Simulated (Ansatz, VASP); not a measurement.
# One calculation of Sr, two programs

Contents of INCAR:

```
PREC = Accurate
ENCUT = 520
EDIFF = 1E-8
ISMEAR = -1
SIGMA = 0.08
LREAL = False
LASPH = True
NELM = 100
ALGO = Fast
ISIF = 2
LWAVE = False
LCHARG = False
GGA = PE
LEFG = True
NBANDS = 17
```

KPOINTS

```
regular mesh
0
Gamma
  10 10 5
```

File POSCAR:

```
Sr
1.0
    4.2810731731      0.0000000000      0.0000000000
   -2.1405365866      3.7075181234      0.0000000000
    0.0000000000      0.0000000000      7.0026831381
Sr
2
Direct
    0.3333333333      0.6666666667      0.2500000000
    0.6666666667      0.3333333333      0.7500000000
```

Input for Ansatz:

```yaml
crystal:
  lattice:
    - [4.2810731731, 0.0, 0.0]
    - [-2.1405365866, 3.7075181234, 0.0]
    - [0.0, 0.0, 7.0026831381]
  atoms:
    - { symbol: Sr, position: [0.3333333333, 0.6666666667, 0.25] }
    - { symbol: Sr, position: [0.6666666667, 0.3333333333, 0.75] }
kpoints:
  mp_grid: { grid: [10, 10, 5] }
scf:
  occupations: { method: fermi_dirac, width: 0.08 }
hamiltonian:
  xc: pbe
  pseudopotentials: { kind: paw }
output:
  forces: true
  stress: true
  eigenvalues: true
  efg: { contact_densities: true }
```

Change from the starting cell: volume scaled by 0.98, PAW files.

Alike in both runs: task electric field gradients; functional PBE; k mesh 10 × 10 × 5; occupations fermi-dirac, width 0.08 eV; no spin polarisation.

|  | VASP | Ansatz |
| --- | --- | --- |
| version | VASP 6.6.1 | Ansatz 0.2.0 |
| potentials or method | VASP PAW PBE potentials, release 64 (Sr_sv) | PAW with Ansatz's default frozen-core files, scalar-relativistic |
| plane-wave cutoff (eV) | 520 | 420 |
| valence electrons in the cell | 20 | 20 |

```tsv
	VASP	Ansatz	Ansatz less VASP
pressure (GPa)	-0.1	-0.1	0.00
largest component of the traceless stress (GPa)	0.09	0.09	+0.001
Vzz of the field gradient on the site that differs most (V/Å²)	-4.6	-4.8	-0.20
```

Ansatz warned: «gradients_without_spin_orbit».
